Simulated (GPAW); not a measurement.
# Al (Fm-3m) in GPAW: notebook

Aim: see how the results for Al move with the level of theory and the settings. Levels: PBE, M06-L, PW91+D4, LDA. Tasks: equation of state, band structure.

Program: GPAW 26.7.0. These are calculated values, not measurements. Logs are shortened: lines on timing, memory, paths and dates and some standing lists are left out, and cuts for length are marked. The log counts tension as positive stress, the text compression.

**Experimental background.**

“The interpretation of polycrystalline coherent inelastic neutron scattering from aluminium”, 2013, pmc:3831299 quotes, for a bulk crystal of Al: bulk modulus 76.9 GPa.

The runs below are set against these values where they give the same quantity.

**1. The structure**

It takes space group Fm-3m (No. 225, cubic). Conventional cell: a = 4.050 Å, b = 4.050 Å, c = 4.050 Å, α = 90.00°, β = 90.00°, γ = 90.00°. Around Al (site symmetry m-3m) lie 12 Al at 2.86 Å.

**2. Equation of state, PBE**

File run.py:

```python
from ase.eos import EquationOfState
from ase.io import Trajectory, read
from ase.units import GPa
from gpaw import GPAW

atoms = read('POSCAR')

traj = Trajectory('eos.traj', 'w')
volumes, energies = [], []
for x in [0.94, 0.96, 0.98, 1.0, 1.02, 1.04, 1.06]:
    a = atoms.copy()
    a.set_cell(atoms.cell * x**(1 / 3), scale_atoms=True)
    calc = GPAW(mode='lcao',
                h=0.18,
                basis='dzp',
                xc='PBE',
                kpts={'size': (11, 11, 11), 'gamma': True},
                occupations={'name': 'fermi-dirac', 'width': 0.05},
                convergence={'density': 1e-05, 'energy': 1e-05},
                maxiter=150,
                txt=f'eos-{x:.2f}.txt')
    a.calc = calc
    energies.append(a.get_potential_energy(force_consistent=True))
    volumes.append(a.get_volume())
    calc.write(f'eos-{x:.2f}.gpw')
    traj.write(a)
    print(f'{x:.2f} {volumes[-1]:10.4f} A^3 {energies[-1]:14.6f} eV', flush=True)

v0, e0, B = EquationOfState(volumes, energies, eos='birchmurnaghan').fit()
print(f'V0 = {v0:.4f} A^3, E0 = {e0:.6f} eV, B0 = {B / GPa:.2f} GPa')
```

File POSCAR:

```
Al
1.0
    0.0000000000      2.0248050000      2.0248050000
    2.0248050000      0.0000000000      2.0248050000
    2.0248050000      2.0248050000      0.0000000000
Al
1
Direct
    0.0000000000      0.0000000000      0.0000000000
```

Potentials or basis: GPAW PAW data sets (gpaw-data 1.2.1), lcao:dzp.

Started as:

```
$ OMP_NUM_THREADS=1 python run.py
```

The program printed:

```text
__  _  _
 | _ |_)|_||  |
 |__||  | ||/\| - 26.7.0

Input parameters:
  mode=LCAO(),
  basis={'default': 'dzp'},
  convergence={'density': 1e-05, 'energy': 1e-05},
  h=0.18,
  kpts=MonkhorstPack(size=(11, 11, 11), gamma=True),
  maxiter=150,
  occupations=Occupations(name='fermi-dirac', width=0.05),
  xc=XC(name='PBE')

       Al

Atoms  # Å, Bohr magnetons
|   | symbol |        x |        y |        z |    initial magnetic moments |
|---|--------|----------|----------|----------|-----------------------------|
| 0 |     Al | 0.000000 | 0.000000 | 0.000000 | ( 0.0000,  0.0000,  0.0000) |

Unit cell  # Å
| periodic |        x |        y |        z |  lengths |    angles |
|----------|----------|----------|----------|----------|-----------|
|      yes | 0.000000 | 1.997439 | 1.997439 | 2.824806 | 60.000000 |
|      yes | 1.997439 | 0.000000 | 1.997439 | 2.824806 | 60.000000 |
|      yes | 1.997439 | 1.997439 | 0.000000 | 2.824806 | 60.000000 |

Number of symmetries: 48
Symmetry operations  # r_c * U_cc + t_c -> r_c
|    | kind |            matrix            |
|----|------|------------------------------|
|  0 |  σ   |  1, 0, 0,  1, 0,-1,  1,-1, 0 |
|  1 |  C2  |  1, 0, 0,  1,-1, 0,  1, 0,-1 |
|  2 |  E   |  1, 0, 0,  0, 1, 0,  0, 0, 1 |
|  3 |  σ   |  1, 0, 0,  0, 0, 1,  0, 1, 0 |
|  4 |  C4  |  1, 0,-1,  1, 0, 0,  1,-1, 0 |
|  5 |  S6  |  1, 0,-1,  1,-1, 0,  1, 0, 0 |
|  6 |  σ   |  1, 0,-1,  0, 1,-1,  0, 0,-1 |
|  7 |  C3  |  1, 0,-1,  0, 0,-1,  0, 1,-1 |
|  8 |  S6  |  1,-1, 0,  1, 0, 0,  1, 0,-1 |
|  9 |  C4  |  1,-1, 0,  1, 0,-1,  1, 0, 0 |
| 10 |  C3  |  1,-1, 0,  0,-1, 1,  0,-1, 0 |
| 11 |  σ   |  1,-1, 0,  0,-1, 0,  0,-1, 1 |
| 12 |  σ   |  0, 1, 0,  1, 0, 0,  0, 0, 1 |
| 13 |  C4  |  0, 1, 0,  0, 1,-1, -1, 1, 0 |
| 14 |  C3  |  0, 1, 0,  0, 0, 1,  1, 0, 0 |
| 15 |  S6  |  0, 1, 0, -1, 1, 0,  0, 1,-1 |
| 16 |  C2  |  0, 1,-1,  1, 0,-1,  0, 0,-1 |
| 17 |  σ   |  0, 1,-1,  0, 1, 0, -1, 1, 0 |
| 18 |  S4  |  0, 1,-1,  0, 0,-1,  1, 0,-1 |
| 19 |  C4  |  0, 1,-1, -1, 1, 0,  0, 1, 0 |
| 20 |  C3  |  0, 0, 1,  1, 0, 0,  0, 1, 0 |
| 21 |  σ   |  0, 0, 1,  0, 1, 0,  1, 0, 0 |
| 22 |  S6  |  0, 0, 1,  0,-1, 1, -1, 0, 1 |
| 23 |  C4  |  0, 0, 1, -1, 0, 1,  0,-1, 1 |
| 24 |  S4  |  0, 0,-1,  1, 0,-1,  0, 1,-1 |
| 25 |  C3  |  0, 0,-1,  0, 1,-1,  1, 0,-1 |
| 26 |  C2  |  0, 0,-1,  0,-1, 0, -1, 0, 0 |
| 27 |  S6  |  0, 0,-1, -1, 0, 0,  0,-1, 0 |
| 28 |  S4  |  0,-1, 1,  1,-1, 0,  0,-1, 0 |
| 29 |  C4  |  0,-1, 1,  0, 0, 1, -1, 0, 1 |
| 30 |  C2  |  0,-1, 1,  0,-1, 0,  1,-1, 0 |
| 31 |  σ   |  0,-1, 1, -1, 0, 1,  0, 0, 1 |
| 32 |  C3  |  0,-1, 0,  1,-1, 0,  0,-1, 1 |
| 33 |  S6  |  0,-1, 0,  0, 0,-1, -1, 0, 0 |
| 34 |  S4  |  0,-1, 0,  0,-1, 1,  1,-1, 0 |
| 35 |  C2  |  0,-1, 0, -1, 0, 0,  0, 0,-1 |
| 36 |  C2  | -1, 1, 0,  0, 1, 0,  0, 1,-1 |
| 37 |  S6  | -1, 1, 0,  0, 1,-1,  0, 1, 0 |
| 38 |  S4  | -1, 1, 0, -1, 0, 1, -1, 0, 0 |
| 39 |  C3  | -1, 1, 0, -1, 0, 0, -1, 0, 1 |
| 40 |  S6  | -1, 0, 1,  0, 0, 1,  0,-1, 1 |
| 41 |  C2  | -1, 0, 1,  0,-1, 1,  0, 0, 1 |
| 42 |  C3  | -1, 0, 1, -1, 1, 0, -1, 0, 0 |
| 43 |  S4  | -1, 0, 1, -1, 0, 0, -1, 1, 0 |
| 44 |  C2  | -1, 0, 0,  0, 0,-1,  0,-1, 0 |
| 45 |  i   | -1, 0, 0,  0,-1, 0,  0, 0,-1 |
| 46 |  σ   | -1, 0, 0, -1, 1, 0, -1, 0, 1 |
| 47 |  C2  | -1, 0, 0, -1, 0, 1, -1, 1, 0 |

BZ-sampling:
  Number of BZ points: 1331
  Number of IBZ points: 56

  Monkhorst-Pack size: [11, 11, 11]
  Monkhorst-Pack shift: [0, 0, 0]

K-points  # in reciprocal-cell coordinates
|     |                                coordinates |     weight |
|-----|--------------------------------------------|------------|
|   0 | (  0.00000000,   0.00000000,   0.00000000) | 0.00075131 |
|   1 | (  0.09090909,   0.09090909,   0.00000000) | 0.00450789 |
|   2 | (  0.09090909,   0.09090909,   0.09090909) | 0.00601052 |
|   3 | (  0.18181818,   0.09090909,   0.09090909) | 0.00901578 |
|   4 | (  0.18181818,   0.18181818,   0.00000000) | 0.00450789 |
|   5 | (  0.18181818,   0.18181818,   0.09090909) | 0.01803156 |
|   6 | (  0.18181818,   0.18181818,   0.18181818) | 0.00601052 |
|   7 | (  0.27272727,   0.18181818,   0.09090909) | 0.01803156 |
|   8 | (  0.27272727,   0.18181818,   0.18181818) | 0.01803156 |
|   9 | (  0.27272727,   0.27272727,   0.00000000) | 0.00450789 |
| ... |                                            |            |
|  55 | (  0.45454545,   0.45454545,   0.45454545) | 0.00601052 |

basis functions: 13
Spin-components: 1 (collinear spins)
Bands:           4
Projectors:      5
Spin-degeneracy: 2
Datatype:        <class 'complex'>

Parallelization:
  kpt:    1
  domain: 1
  band:   1

Density:
  Valence electrons: 3.0
  Components: 1
  Grid points: [12 12 12]
  Charge: 0.0  # |e|

Potential:
  Grid points: [12 12 12]

species:
  Al:
    name:    Aluminium
    Z:       13.0
    valence: 3
    core:    10
    charge:  0.0  # [|e|]
    compensation charges:
      type: gauss
      rc: 0.34  # [Å]
      lmax: 2
    cutoffs:
      filter: 1.91  # [Å]
      core: 2.36  # [Å]
    projectors
    | kind |    occ | energy [eV] | rcut [Å] |
    |------|--------|-------------|----------|
    |   3s |  2.000 |      -7.753 |    1.085 |
    |   3p |  1.000 |      -2.712 |    1.085 |
    |    s |        |      19.459 |    1.085 |
    |    p |        |      24.499 |    1.085 |
    |    d |        |       0.000 |    1.085 |

    LCAO basis set for Al:
      Name: dzp
      File: <dir>
      Number of radial functions: 5
      Number of spherical harmonics: 13
        l=0, rc=7.8750 Bohr: 3s-sz confined orbital
        l=1, rc=10.4219 Bohr: 3p-sz confined orbital
        l=0, rc=4.6094 Bohr: 3s-dz split-valence wave
        l=1, rc=6.2812 Bohr: 3p-dz split-valence wave
        l=2, rc=10.4219 Bohr: d-type Gaussian polarization
      Number of RI-basis functions 0

Reference energy: -6603.423265  # eV

eigensolver:
  <gpaw.new.lcao.eigensolver.LCAOEigensolver object>
density mixing:
  MSR1-Mixer
  Pratt-step length: 0.05
  Maximum mixing coefficient: 0.75
  Old densities: 10
  SVD Regularization: 0.005
  Good broyden scale: 1.0
  Trust region scale: 1.0
  Backstep threshold: 4.0
  History deletion threshold: 6.0
  Fourier metric: weight=20.0, sigma=0.015

occupation numbers:
  Fermi-Dirac:
    width: 0.0500  # eV

FastPoissonSolver using
    Stencil: 12*3+1=37 point O(h^6) finite-difference Laplacian
    FFT axes: [np.int64(0), np.int64(1), np.int64(2)]
    FST axes: []

xc functional:
  name: PBE with 2 nearest neighbor stencil
interpolation: tri-quintic # 5. degree polynomial

       Al

Atoms  # Å, Bohr magnetons
|   | symbol |        x |        y |        z |    initial magnetic moments |
|---|--------|----------|----------|----------|-----------------------------|
| 0 |     Al | 0.000000 | 0.000000 | 0.000000 | ( 0.0000,  0.0000,  0.0000) |

Unit cell  # Å
| periodic |        x |        y |        z |  lengths |    angles |
|----------|----------|----------|----------|----------|-----------|
|      yes | 0.000000 | 1.997439 | 1.997439 | 2.824806 | 60.000000 |
|      yes | 1.997439 | 0.000000 | 1.997439 | 2.824806 | 60.000000 |
|      yes | 1.997439 | 1.997439 | 0.000000 | 2.824806 | 60.000000 |

Number of symmetries: 48
Symmetry operations  # r_c * U_cc + t_c -> r_c
|    | kind |            matrix            |
|----|------|------------------------------|
|  0 |  σ   |  1, 0, 0,  1, 0,-1,  1,-1, 0 |
|  1 |  C2  |  1, 0, 0,  1,-1, 0,  1, 0,-1 |
|  2 |  E   |  1, 0, 0,  0, 1, 0,  0, 0, 1 |
|  3 |  σ   |  1, 0, 0,  0, 0, 1,  0, 1, 0 |
|  4 |  C4  |  1, 0,-1,  1, 0, 0,  1,-1, 0 |
|  5 |  S6  |  1, 0,-1,  1,-1, 0,  1, 0, 0 |
|  6 |  σ   |  1, 0,-1,  0, 1,-1,  0, 0,-1 |
|  7 |  C3  |  1, 0,-1,  0, 0,-1,  0, 1,-1 |
|  8 |  S6  |  1,-1, 0,  1, 0, 0,  1, 0,-1 |
|  9 |  C4  |  1,-1, 0,  1, 0,-1,  1, 0, 0 |
| 10 |  C3  |  1,-1, 0,  0,-1, 1,  0,-1, 0 |
| 11 |  σ   |  1,-1, 0,  0,-1, 0,  0,-1, 1 |
| 12 |  σ   |  0, 1, 0,  1, 0, 0,  0, 0, 1 |
| 13 |  C4  |  0, 1, 0,  0, 1,-1, -1, 1, 0 |
| 14 |  C3  |  0, 1, 0,  0, 0, 1,  1, 0, 0 |
| 15 |  S6  |  0, 1, 0, -1, 1, 0,  0, 1,-1 |
| 16 |  C2  |  0, 1,-1,  1, 0,-1,  0, 0,-1 |
| 17 |  σ   |  0, 1,-1,  0, 1, 0, -1, 1, 0 |
| 18 |  S4  |  0, 1,-1,  0, 0,-1,  1, 0,-1 |
| 19 |  C4  |  0, 1,-1, -1, 1, 0,  0, 1, 0 |
| 20 |  C3  |  0, 0, 1,  1, 0, 0,  0, 1, 0 |
| 21 |  σ   |  0, 0, 1,  0, 1, 0,  1, 0, 0 |
| 22 |  S6  |  0, 0, 1,  0,-1, 1, -1, 0, 1 |
| 23 |  C4  |  0, 0, 1, -1, 0, 1,  0,-1, 1 |
| 24 |  S4  |  0, 0,-1,  1, 0,-1,  0, 1,-1 |
| 25 |  C3  |  0, 0,-1,  0, 1,-1,  1, 0,-1 |
| 26 |  C2  |  0, 0,-1,  0,-1, 0, -1, 0, 0 |
| 27 |  S6  |  0, 0,-1, -1, 0, 0,  0,-1, 0 |
| 28 |  S4  |  0,-1, 1,  1,-1, 0,  0,-1, 0 |
| 29 |  C4  |  0,-1, 1,  0, 0, 1, -1, 0, 1 |
| 30 |  C2  |  0,-1, 1,  0,-1, 0,  1,-1, 0 |
| 31 |  σ   |  0,-1, 1, -1, 0, 1,  0, 0, 1 |
| 32 |  C3  |  0,-1, 0,  1,-1, 0,  0,-1, 1 |
| 33 |  S6  |  0,-1, 0,  0, 0,-1, -1, 0, 0 |
| 34 |  S4  |  0,-1, 0,  0,-1, 1,  1,-1, 0 |
| 35 |  C2  |  0,-1, 0, -1, 0, 0,  0, 0,-1 |
| 36 |  C2  | -1, 1, 0,  0, 1, 0,  0, 1,-1 |
| 37 |  S6  | -1, 1, 0,  0, 1,-1,  0, 1, 0 |
| 38 |  S4  | -1, 1, 0, -1, 0, 1, -1, 0, 0 |
| 39 |  C3  | -1, 1, 0, -1, 0, 0, -1, 0, 1 |
| 40 |  S6  | -1, 0, 1,  0, 0, 1,  0,-1, 1 |
| 41 |  C2  | -1, 0, 1,  0,-1, 1,  0, 0, 1 |
| 42 |  C3  | -1, 0, 1, -1, 1, 0, -1, 0, 0 |
| 43 |  S4  | -1, 0, 1, -1, 0, 0, -1, 1, 0 |
| 44 |  C2  | -1, 0, 0,  0, 0,-1,  0,-1, 0 |
| 45 |  i   | -1, 0, 0,  0,-1, 0,  0, 0,-1 |
| 46 |  σ   | -1, 0, 0, -1, 1, 0, -1, 0, 1 |
| 47 |  C2  | -1, 0, 0, -1, 0, 1, -1, 1, 0 |

BZ-sampling:
  Number of BZ points: 1331
  Number of IBZ points: 56

  Monkhorst-Pack size: [11, 11, 11]
  Monkhorst-Pack shift: [0, 0, 0]

K-points  # in reciprocal-cell coordinates
|     |                                coordinates |     weight |
|-----|--------------------------------------------|------------|
|   0 | (  0.00000000,   0.00000000,   0.00000000) | 0.00075131 |
|   1 | (  0.09090909,   0.09090909,   0.00000000) | 0.00450789 |
|   2 | (  0.09090909,   0.09090909,   0.09090909) | 0.00601052 |
|   3 | (  0.18181818,   0.09090909,   0.09090909) | 0.00901578 |
|   4 | (  0.18181818,   0.18181818,   0.00000000) | 0.00450789 |
|   5 | (  0.18181818,   0.18181818,   0.09090909) | 0.01803156 |
|   6 | (  0.18181818,   0.18181818,   0.18181818) | 0.00601052 |
|   7 | (  0.27272727,   0.18181818,   0.09090909) | 0.01803156 |
|   8 | (  0.27272727,   0.18181818,   0.18181818) | 0.01803156 |
|   9 | (  0.27272727,   0.27272727,   0.00000000) | 0.00450789 |
| ... |                                            |            |
|  55 | (  0.45454545,   0.45454545,   0.45454545) | 0.00601052 |

basis functions: 13
Spin-components: 1 (collinear spins)
Bands:           4
Projectors:      5
Spin-degeneracy: 2
Datatype:        <class 'complex'>

Parallelization:
  kpt:    1
  domain: 1
  band:   1

Density:
  Valence electrons: 3.0
  Components: 1
  Grid points: [12 12 12]
  Charge: 0.0  # |e|

Potential:
  Grid points: [12 12 12]

species:
  Al:
    name:    Aluminium
    Z:       13.0
    valence: 3
    core:    10
    charge:  0.0  # [|e|]
    compensation charges:
      type: gauss
      rc: 0.34  # [Å]
      lmax: 2
    cutoffs:
      filter: 1.91  # [Å]
      core: 2.36  # [Å]
    projectors
    | kind |    occ | energy [eV] | rcut [Å] |
    |------|--------|-------------|----------|
    |   3s |  2.000 |      -7.753 |    1.085 |
    |   3p |  1.000 |      -2.712 |    1.085 |
    |    s |        |      19.459 |    1.085 |
    |    p |        |      24.499 |    1.085 |
    |    d |        |       0.000 |    1.085 |

    LCAO basis set for Al:
      Name: dzp
      File: <dir>
      Number of radial functions: 5
      Number of spherical harmonics: 13
        l=0, rc=7.8750 Bohr: 3s-sz confined orbital
        l=1, rc=10.4219 Bohr: 3p-sz confined orbital
        l=0, rc=4.6094 Bohr: 3s-dz split-valence wave
        l=1, rc=6.2812 Bohr: 3p-dz split-valence wave
        l=2, rc=10.4219 Bohr: d-type Gaussian polarization
      Number of RI-basis functions 0

Reference energy: -6603.423265  # eV

eigensolver:
  <gpaw.new.lcao.eigensolver.LCAOEigensolver object>
density mixing:
  MSR1-Mixer
  Pratt-step length: 0.05
  Maximum mixing coefficient: 0.75
  Old densities: 10
  SVD Regularization: 0.005
  Good broyden scale: 1.0
  Trust region scale: 1.0
  Backstep threshold: 4.0
  History deletion threshold: 6.0
  Fourier metric: weight=20.0, sigma=0.015

occupation numbers:
  Fermi-Dirac:
    width: 0.0500  # eV

FastPoissonSolver using
    Stencil: 12*3+1=37 point O(h^6) finite-difference Laplacian
    FFT axes: [np.int64(0), np.int64(1), np.int64(2)]
    FST axes: []

xc functional:
  name: PBE with 2 nearest neighbor stencil
interpolation: tri-quintic # 5. degree polynomial

convergence criteria:
- Maximum integral of absolute [dens]ity change: 1e-05 electrons / valence electron
- Maximum [total energy] change in last 3 cyles: 1e-05 eV / valence electron
- Maximum integral of absolute [eigenst]ate change: 4e-08 eV^2 / valence electron
maximum number of iterations: 150

SCF iterations
|iter     | |      energy | eigst |  dens |
|---------|-|-------------|-------|-------|
|iter:   1| |   -3.646787 |      c|       |
|iter:   2| |   -3.646608 |      c| -0.95 |
|iter:   3| |   -3.645137 |      c| -0.97 |
|iter:   4| |   -3.645176 |      c| -1.50 |
|iter:   5| |   -3.645178 |      c| -3.07 |
|iter:   6| |   -3.645179c|      c| -3.51 |
|iter:   7| |   -3.645179c|      c| -5.10c|

Converged in 7 steps
Energy contributions relative to reference atoms: (reference = -6603.423265)

Energy contributions:
  Kinetic:           5.136493
  Coulomb:          -2.816845
  Zero:             -0.015859
  External:          0.000000
  Xc:               -5.946966
  Entropy:          -0.004003
  Spinorbit:         0.000000
  ----------------------------
  Free energy:      -3.647181
  Extrapolated:     -3.645179

dipole moment: (-6.857740, -6.857740, -6.857740)  # |e|*Ang

Fermi level: 7.571
Eigenvalues  # (at kpt = [0.000, 0.000, 0.000])
| band index |      eig [eV] | occ [0-2] |
|------------|---------------|-----------|
|          0 |        -3.861 |     2.000 |
|          1 |        20.879 |     0.000 |
|          2 |        20.880 |     0.000 |
|          3 |        20.880 |     0.000 |

No gap
No difference between direct/indirect transitions
# Writing to eos-0.96.gpw (mode='')
```

It took 9.9 min on 1 thread of Intel Xeon Platinum 8488C (Sapphire Rapids), shared host; peak memory 0.17 GiB.

Results:

| Property | Result |
| --- | --- |
| Equilibrium volume | 16.93 Å³/atom |
| Bulk modulus | 76 GPa |
| Pressure derivative of the bulk modulus | 3.2 (rough: it moves with the points fitted) |

Energy against volume, from the lowest point:
```tsv
volume (Å³/atom)	energy (meV/atom)
15.607	27.52
15.939	14.93
16.271	6.61
16.603	1.61
16.935	0.00
17.267	1.69
17.599	6.00
```

Caveat: the basis of atomic orbitals isn't converged, which shifts pressures, moduli and gaps.

(Part 1 of 2 ends here.)
